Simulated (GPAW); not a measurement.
Here is a GPAW 26.7.0 calculation.

File run.py:

```python
from ase.dft.bandgap import bandgap
from ase.io import write
from ase.spacegroup import crystal
from ase.units import GPa
from gpaw import GPAW, PW

# As 4c
# Ga 4a
atoms = crystal(['As', 'Ga'],
                basis=[[0.25, 0.25, 0.25],
                       [0.0, 0.0, 0.0]],
                spacegroup=216, setting=1,  # F-43m
                cellpar=[5.6537, 5.6537, 5.6537, 90.0, 90.0, 90.0],
                primitive_cell=True)

calc = GPAW(mode=PW(600),
            xc='PBE',
            kpts={'size': (6, 6, 6), 'gamma': True},
            occupations={'name': 'fermi-dirac', 'width': 0.05},
            nbands=11,
            convergence={'density': 1e-05, 'energy': 1e-05},
            maxiter=100,
            txt='gpaw.txt')
atoms.calc = calc
energy = atoms.get_potential_energy()
forces = atoms.get_forces()
stress = atoms.get_stress()
calc.write('gs.gpw')
write('result.traj', atoms)
print(f'Energy: {energy:.6f} eV')
print('Forces (eV/A):')
print(forces.round(4))
print('Stress (GPa):', (stress / GPa).round(3))
print('Fermi level:', round(calc.get_fermi_level(), 4), 'eV')
print(f'Gap: {bandgap(calc)[0]:.4f} eV, direct: {bandgap(calc, direct=True)[0]:.4f} eV')
```

Potentials or basis: GPAW PAW data sets (gpaw-data 1.2.1), pw.

Run with:

```bash
$ OMP_NUM_THREADS=1 python run.py
```

Question: Predict the band gap on the k mesh.

Answer: 0.58 eV, direct.

Question: What does it give for the pressure?

Answer: 4.3 GPa.

A k mesh can miss the band edges. PBE gaps usually lie below the measured ones, often by a third to a half.
